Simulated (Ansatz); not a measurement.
# SnO2: strain energy, fitted

SnO2, P4_2/mnm, a = 4.769 Å, c = 3.212 Å. Ansatz: PBEsol, PAW, 420 eV, Γ-centred 6×6×8 mesh on 6 atoms, Gaussian smearing 0.02 eV; no spin polarisation. Series: strain along c alone, the other axes held, atoms relaxed; x is the strain in per cent. y is the free energy over the unstrained cell, V0 = 12.177 Å³/atom.

| x (%) | y (meV/atom) |
| --- | --- |
| -6.0 | 62.63 |
| -4.0 | 26.72 |
| -2.0 | ? |
| 0.0 | 0.00 |
| 2.0 | 5.86 |
| 4.0 | 22.43 |
| 6.0 | 48.17 |

Question: Fit y = c2 x² + c3 x³ to the other rows, turn c2 into a modulus, and predict the missing energy.

Answer: Least squares on the rows shown. y = 1.5384 x² − 0.033478 x³. In eV per unit strain² c2 is 15.38; this is C33 with relaxed ions (E = ½ C33 V0 ε²): 2 × 15.38 × 160.2 / (12.177) = 405 GPa. At x = -2.0 the fit asked for gives 6.42 meV/atom. The run gave 6.42 meV/atom, the same to the digits shown.